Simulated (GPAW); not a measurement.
# GaSb (F-43m) in GPAW: notebook

One crystal, GaSb, is run at these levels: PBE; tasks: single point.

All numbers are computed with GPAW 26.7.0; they aren't measurements. Logs are shortened: lines on timing, memory, paths and dates and some standing lists are left out, and cuts for length are marked. The log counts tension as positive stress, the text compression.

### 1 The structure

Symmetry: F-43m, No. 216, cubic system. The conventional cell has a = 6.118 Å, b = 6.118 Å, c = 6.118 Å, α = 90.00°, β = 90.00°, γ = 90.00°. Sb (site symmetry -43m) has 4 Ga at 2.65 Å as nearest neighbours. Ga (site symmetry -43m) is surrounded by 4 Sb at 2.65 Å.

### 2 Single point, PBE (volume scaled by 0.96)

The input, run.py:

```python
import spglib
from ase import Atoms
from ase.dft.bandgap import bandgap
from ase.io import read, write
from ase.units import GPa
from gpaw import GPAW, PW

atoms = read('GaSb.cif')
cell, positions, numbers = spglib.find_primitive(
    (atoms.cell[:], atoms.get_scaled_positions(), atoms.numbers), symprec=1e-4)
atoms = Atoms(numbers, cell=cell, scaled_positions=positions, pbc=True)

calc = GPAW(mode=PW(500),
            xc='PBE',
            kpts={'size': (6, 6, 6), 'gamma': True},
            occupations={'name': 'fermi-dirac', 'width': 0.05},
            nbands=18,
            convergence={'density': 1e-05, 'energy': 1e-05},
            maxiter=80,
            txt='gpaw.txt')
atoms.calc = calc
energy = atoms.get_potential_energy()
forces = atoms.get_forces()
stress = atoms.get_stress()
calc.write('gs.gpw')
write('result.traj', atoms)
print(f'Energy: {energy:.6f} eV')
print('Forces (eV/A):')
print(forces.round(4))
print('Stress (GPa):', (stress / GPa).round(3))
print('Fermi level:', round(calc.get_fermi_level(), 4), 'eV')
print(f'Gap: {bandgap(calc)[0]:.4f} eV, direct: {bandgap(calc, direct=True)[0]:.4f} eV')
```

The input, GaSb.cif:

```cif
data_GaSb
_cell_length_a 6.03531419
_cell_length_b 6.03531419
_cell_length_c 6.03531419
_cell_angle_alpha 90.00000000
_cell_angle_beta 90.00000000
_cell_angle_gamma 90.00000000
_space_group_name_H-M_alt 'F-43m'
_space_group_name_Hall 'F -4 2 3'
_space_group_IT_number 216
loop_
_space_group_symop_operation_xyz
'x,y,z'
'y,-x,-z'
'-x,-y,z'
'-y,x,-z'
'x,-y,-z'
'y,x,z'
'-x,y,-z'
'-y,-x,z'
'z,x,y'
'-z,y,-x'
'z,-x,-y'
'-z,-y,x'
'-z,x,-y'
'z,y,x'
'-z,-x,y'
'z,-y,-x'
'y,z,x'
'-x,-z,y'
'-y,z,-x'
'x,-z,-y'
'-y,-z,x'
'x,z,y'
'y,-z,-x'
'-x,z,-y'
'x,y+1/2,z+1/2'
'y,-x+1/2,-z+1/2'
'-x,-y+1/2,z+1/2'
'-y,x+1/2,-z+1/2'
'x,-y+1/2,-z+1/2'
'y,x+1/2,z+1/2'
'-x,y+1/2,-z+1/2'
'-y,-x+1/2,z+1/2'
'z,x+1/2,y+1/2'
'-z,y+1/2,-x+1/2'
'z,-x+1/2,-y+1/2'
'-z,-y+1/2,x+1/2'
'-z,x+1/2,-y+1/2'
'z,y+1/2,x+1/2'
'-z,-x+1/2,y+1/2'
'z,-y+1/2,-x+1/2'
'y,z+1/2,x+1/2'
'-x,-z+1/2,y+1/2'
'-y,z+1/2,-x+1/2'
'x,-z+1/2,-y+1/2'
'-y,-z+1/2,x+1/2'
'x,z+1/2,y+1/2'
'y,-z+1/2,-x+1/2'
'-x,z+1/2,-y+1/2'
'x+1/2,y,z+1/2'
'y+1/2,-x,-z+1/2'
'-x+1/2,-y,z+1/2'
'-y+1/2,x,-z+1/2'
'x+1/2,-y,-z+1/2'
'y+1/2,x,z+1/2'
'-x+1/2,y,-z+1/2'
'-y+1/2,-x,z+1/2'
'z+1/2,x,y+1/2'
'-z+1/2,y,-x+1/2'
'z+1/2,-x,-y+1/2'
'-z+1/2,-y,x+1/2'
'-z+1/2,x,-y+1/2'
'z+1/2,y,x+1/2'
'-z+1/2,-x,y+1/2'
'z+1/2,-y,-x+1/2'
'y+1/2,z,x+1/2'
'-x+1/2,-z,y+1/2'
'-y+1/2,z,-x+1/2'
'x+1/2,-z,-y+1/2'
'-y+1/2,-z,x+1/2'
'x+1/2,z,y+1/2'
'y+1/2,-z,-x+1/2'
'-x+1/2,z,-y+1/2'
'x+1/2,y+1/2,z'
'y+1/2,-x+1/2,-z'
'-x+1/2,-y+1/2,z'
'-y+1/2,x+1/2,-z'
'x+1/2,-y+1/2,-z'
'y+1/2,x+1/2,z'
'-x+1/2,y+1/2,-z'
'-y+1/2,-x+1/2,z'
'z+1/2,x+1/2,y'
'-z+1/2,y+1/2,-x'
'z+1/2,-x+1/2,-y'
'-z+1/2,-y+1/2,x'
'-z+1/2,x+1/2,-y'
'z+1/2,y+1/2,x'
'-z+1/2,-x+1/2,y'
'z+1/2,-y+1/2,-x'
'y+1/2,z+1/2,x'
'-x+1/2,-z+1/2,y'
'-y+1/2,z+1/2,-x'
'x+1/2,-z+1/2,-y'
'-y+1/2,-z+1/2,x'
'x+1/2,z+1/2,y'
'y+1/2,-z+1/2,-x'
'-x+1/2,z+1/2,-y'
loop_
_atom_site_label
_atom_site_type_symbol
_atom_site_symmetry_multiplicity
_atom_site_Wyckoff_symbol
_atom_site_fract_x
_atom_site_fract_y
_atom_site_fract_z
_atom_site_occupancy
Sb1 Sb 4 c 0.2500000000 0.2500000000 0.2500000000 1
Ga1 Ga 4 a 0.0000000000 0.0000000000 0.0000000000 1
```

Potentials or basis: GPAW PAW data sets (gpaw-data 1.2.1), pw.

Run with:

```bash
$ OMP_NUM_THREADS=1 python run.py
```

gpaw.txt:

```text
__  _  _
 | _ |_)|_||  |
 |__||  | ||/\| - 26.7.0

Input parameters:
  mode=PW(ecut=500.0),
  convergence={'density': 1e-05, 'energy': 1e-05},
  kpts=MonkhorstPack(size=(6, 6, 6), gamma=True),
  maxiter=80,
  nbands=18,
  occupations=Occupations(name='fermi-dirac', width=0.05),
  xc=XC(name='PBE')

Diagonalizing LCAO Hamiltonian
Converting LCAO to pw mode

            Sb

       Ga

Atoms  # Å, Bohr magnetons
|   | symbol |        x |        y |        z |    initial magnetic moments |
|---|--------|----------|----------|----------|-----------------------------|
| 0 |     Sb | 1.508829 | 1.508829 | 1.508829 | ( 0.0000,  0.0000,  0.0000) |
| 1 |     Ga | 0.000000 | 0.000000 | 0.000000 | ( 0.0000,  0.0000,  0.0000) |

Unit cell  # Å
| periodic |        x |        y |        z |  lengths |    angles |
|----------|----------|----------|----------|----------|-----------|
|      yes | 0.000000 | 3.017657 | 3.017657 | 4.267612 | 60.000000 |
|      yes | 3.017657 | 0.000000 | 3.017657 | 4.267612 | 60.000000 |
|      yes | 3.017657 | 3.017657 | 0.000000 | 4.267612 | 60.000000 |

Number of symmetries: 24
Symmetry operations  # r_c * U_cc + t_c -> r_c
|    | kind |            matrix            |
|----|------|------------------------------|
|  0 |  E   |  1, 0, 0,  0, 1, 0,  0, 0, 1 |
|  1 |  σ   |  1, 0, 0,  0, 0, 1,  0, 1, 0 |
|  2 |  σ   |  1, 0,-1,  0, 1,-1,  0, 0,-1 |
|  3 |  C3  |  1, 0,-1,  0, 0,-1,  0, 1,-1 |
|  4 |  C3  |  1,-1, 0,  0,-1, 1,  0,-1, 0 |
|  5 |  σ   |  1,-1, 0,  0,-1, 0,  0,-1, 1 |
|  6 |  σ   |  0, 1, 0,  1, 0, 0,  0, 0, 1 |
|  7 |  C3  |  0, 1, 0,  0, 0, 1,  1, 0, 0 |
|  8 |  C2  |  0, 1,-1,  1, 0,-1,  0, 0,-1 |
|  9 |  S4  |  0, 1,-1,  0, 0,-1,  1, 0,-1 |
| 10 |  C3  |  0, 0, 1,  1, 0, 0,  0, 1, 0 |
| 11 |  σ   |  0, 0, 1,  0, 1, 0,  1, 0, 0 |
| 12 |  S4  |  0, 0,-1,  1, 0,-1,  0, 1,-1 |
| 13 |  C3  |  0, 0,-1,  0, 1,-1,  1, 0,-1 |
| 14 |  S4  |  0,-1, 1,  1,-1, 0,  0,-1, 0 |
| 15 |  C2  |  0,-1, 1,  0,-1, 0,  1,-1, 0 |
| 16 |  C3  |  0,-1, 0,  1,-1, 0,  0,-1, 1 |
| 17 |  S4  |  0,-1, 0,  0,-1, 1,  1,-1, 0 |
| 18 |  S4  | -1, 1, 0, -1, 0, 1, -1, 0, 0 |
| 19 |  C3  | -1, 1, 0, -1, 0, 0, -1, 0, 1 |
| 20 |  C3  | -1, 0, 1, -1, 1, 0, -1, 0, 0 |
| 21 |  S4  | -1, 0, 1, -1, 0, 0, -1, 1, 0 |
| 22 |  σ   | -1, 0, 0, -1, 1, 0, -1, 0, 1 |
| 23 |  C2  | -1, 0, 0, -1, 0, 1, -1, 1, 0 |

BZ-sampling:
  Number of BZ points: 216
  Number of IBZ points: 16

  Monkhorst-Pack size: [6, 6, 6]
  Monkhorst-Pack shift: [0.08333333333333333, 0.08333333333333333, 0.08333333333333333]

K-points  # in reciprocal-cell coordinates
|     |                                coordinates |     weight |
|-----|--------------------------------------------|------------|
|   0 | (  0.00000000,   0.00000000,   0.00000000) | 0.00462963 |
|   1 | (  0.16666667,   0.16666667,   0.00000000) | 0.02777778 |
|   2 | (  0.16666667,   0.16666667,   0.16666667) | 0.03703704 |
|   3 | (  0.33333333,   0.16666667,   0.16666667) | 0.05555556 |
|   4 | (  0.33333333,   0.33333333,  -0.33333333) | 0.05555556 |
|   5 | (  0.33333333,   0.33333333,   0.00000000) | 0.02777778 |
|   6 | (  0.33333333,   0.33333333,   0.16666667) | 0.11111111 |
|   7 | (  0.33333333,   0.33333333,   0.33333333) | 0.03703704 |
|   8 | (  0.50000000,   0.33333333,  -0.33333333) | 0.11111111 |
|   9 | (  0.50000000,   0.33333333,  -0.16666667) | 0.05555556 |
| ... |                                            |            |
|  15 | (  0.50000000,   0.50000000,   0.50000000) | 0.01851852 |

Plane wave coefficients: 1411
Cutoff: 500.0 eV

Spin-components: 1 (collinear spins)
Bands:           18
Projectors:      11
Spin-degeneracy: 2
Datatype:        complex128

Density:
  Valence electrons: 18.0
  Components: 1
  Grid points: [24 24 24]
  Charge: 0.0  # |e|

Potential:
  Grid points: [24 24 24]

species:
  Sb:
    name:    Antimony
    Z:       51.0
    valence: 15
    core:    36
    charge:  0.0  # [|e|]
    compensation charges:
      type: gauss
      rc: 0.36  # [Å]
      lmax: 2
    cutoffs:
      filter: 2.23  # [Å]
      core: 2.23  # [Å]
    projectors
    | kind |    occ | energy [eV] | rcut [Å] |
    |------|--------|-------------|----------|
    |   5s |  2.000 |     -12.815 |    1.154 |
    |   5p |  3.000 |      -4.830 |    1.233 |
    |   4d | 10.000 |     -33.514 |    1.196 |
    |    s |        |      14.396 |    1.154 |
    |    p |        |      22.381 |    1.233 |
    |    d |        |      -6.303 |    1.196 |

    Using partial waves for Sb as LCAO basis

  Ga:
    name:    Gallium
    Z:       31.0
    valence: 3
    core:    28
    charge:  0.0  # [|e|]
    compensation charges:
      type: gauss
      rc: 0.37  # [Å]
      lmax: 2
    cutoffs:
      filter: 2.06  # [Å]
      core: 4.17  # [Å]
    projectors
    | kind |    occ | energy [eV] | rcut [Å] |
    |------|--------|-------------|----------|
    |   4s |  2.000 |      -8.945 |    1.164 |
    |   4p |  1.000 |      -2.580 |    1.164 |
    |    s |        |      18.266 |    1.164 |
    |    p |        |      24.631 |    1.164 |
    |    d |        |       0.000 |    1.164 |

    Using partial waves for Ga as LCAO basis

Reference energy: -229166.229777  # eV

eigensolver:
  PPCG
  Converge bands: occupied
  niter=2

density mixing:
  MSR1-Mixer
  Pratt-step length: 0.05
  Maximum mixing coefficient: 0.75
  Old densities: 10
  SVD Regularization: 0.005
  Good broyden scale: 1.0
  Trust region scale: 1.0
  Backstep threshold: 4.0
  History deletion threshold: 6.0
  Fourier metric: weight=20.0, sigma=0.015

occupation numbers:
  Fermi-Dirac:
    width: 0.0500  # eV

poisson solver:
  ecut: 4000.0  # eV

xc functional:
  name: PBE with 2 nearest neighbor stencil

convergence criteria:
- Maximum integral of absolute [dens]ity change: 1e-05 electrons / valence electron
- Maximum [total energy] change in last 3 cyles: 1e-05 eV / valence electron
- Maximum integral of absolute [eigenst]ate change: 4e-08 eV^2 / valence electron
maximum number of iterations: 80

SCF iterations
|iter     | |      energy | eigst |  dens |
|---------|-|-------------|-------|-------|
|iter:   1| |   -7.576080 | +0.13 |       |
|iter:   2| |   -7.578318 | -2.08 | -1.28 |
|iter:   3| |   -7.557237 | -2.49 | -1.30 |
|iter:   4| |   -7.559433 | -3.18 | -1.85 |
|iter:   5| |   -7.559862 | -4.24 | -2.59 |
|iter:   6| |   -7.559981 | -4.99 | -2.99 |
|iter:   7| |   -7.559982c| -6.63 | -4.11 |
|iter:   8| |   -7.559982c| -7.54c| -4.58 |
|iter:   9| |   -7.559982c| -8.40c| -5.38c|

Converged in 9 steps
Energy contributions relative to reference atoms: (reference = -229166.229777)

Energy contributions:
  Kinetic:          16.882554
  Coulomb:         -14.542816
  Zero:              0.195501
  External:          0.000000
  Xc:              -10.095129
  Entropy:          -0.000186
  Spinorbit:         0.000000
  ----------------------------
  Free energy:      -7.560075
  Extrapolated:     -7.559982

dipole moment: (-20.126387, -20.126387, -20.126387)  # |e|*Ang

Fermi level: 5.531
Eigenvalues  # (at kpt = [0.000, 0.000, 0.000])
| band index |      eig [eV] | occ [0-2] |
|------------|---------------|-----------|
|          0 |       -23.495 |     2.000 |
|          1 |       -23.495 |     2.000 |
|          2 |       -23.495 |     2.000 |
|          3 |       -23.475 |     2.000 |
|          4 |       -23.475 |     2.000 |
|          5 |        -6.419 |     2.000 |
[... 10 lines left out ...]
|         16 |        14.890 |     0.000 |
|         17 |        14.890 |     0.000 |

Gap: 0.389 eV
Transition (v -> c):
  (s=0, k=0, n=8, [0.00, 0.00, 0.00]) -> (s=0, k=0, n=9, [0.00, 0.00, 0.00])
No difference between direct/indirect transitions

Forces  # eV/Ang
|        x |       y |        z |
|----------|---------|----------|
|  0.00000 | 0.00000 | -0.00000 |  # Sb   0
| -0.00000 | 0.00000 |  0.00000 |  # Ga   1

Stress tensor  # eV/Ang^3
|         x |         y |         z |
|-----------|-----------|-----------|
| -0.028506 | -0.000000 |  0.000000 |
| -0.000000 | -0.028506 |  0.000000 |
|  0.000000 |  0.000000 | -0.028506 |

# Writing to gs.gpw (mode='')
```

Run time: 10 s. Hardware: 1 thread of Arm Neoverse V1, shared host; peak memory 0.15 GiB.

What came out:

```
Free energy            : -7.5601 eV
Pressure               : 4.6 GPa
Band gap on the k mesh : 0.39 eV, direct
```

Caveat: the cutoff is short for stress and forces, so pressures can be off by a GPa or more; spin-orbit coupling is left out, which moves the levels of the heavy elements.

(Continued in part 2 of 2.)
